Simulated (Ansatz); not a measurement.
# AlCu3 under changes of volume

One of the cells (12.044 Å³/atom); the others are scaled copies at fixed shape and fractional positions:

```xyz
4
Lattice="0.0000 2.8880 2.8880 2.8880 0.0000 2.8880 2.8880 2.8880 0.0000" Properties=species:S:1:pos:R:3 pbc="T T T"
Cu    4.3320    4.3320    4.3320
Cu    1.4440    1.4440    1.4440
Cu    2.8880    2.8880    2.8880
Al    0.0000    0.0000    0.0000
```

The cell comes from a database or a generator and needn't be the stable form of this composition.

- Program: Ansatz 0.2.0
- Functional: LDA
- Potentials or basis: all-electron LAPW, scalar-relativistic
- Cutoff: 287 eV (chosen from the basis error)
- Basis error allowed: 0.002 eV/atom
- k mesh: 8 × 8 × 8
- Occupations: fermi-dirac, width 0.05 eV
- Spin: no spin polarisation

| volume (Å³/atom) | energy over the lowest point (meV/atom) | pressure (GPa) |
| --- | --- | --- |
| 11.321 | 2.70 | 3.7 |
| 11.562 | 0.00 | 0.0 |
| 11.803 | 2.54 | -3.3 |
| 12.044 | 9.75 | -6.2 |
| 12.285 | ? | ? |
| 12.526 | 36.09 | -11.1 |
| 12.767 | 54.34 | -13.1 |

What does the run at 12.285 Å³/atom give?

Energy over the lowest point 21.09 meV/atom; pressure -8.8 GPa.

Worked out: A Birch-Murnaghan fit of order 3 (a polynomial in V^(-2/3)) to the other rows has its minimum at 11.56 Å³/atom with B0 = V·E''(V) = 167 GPa and B' = 4.8. It gives 21.09 meV/atom at 12.285 Å³/atom, against the run's 21.09, and -dE/dV = -8.8 GPa, against -8.8.

Energies are extrapolated to zero smearing.
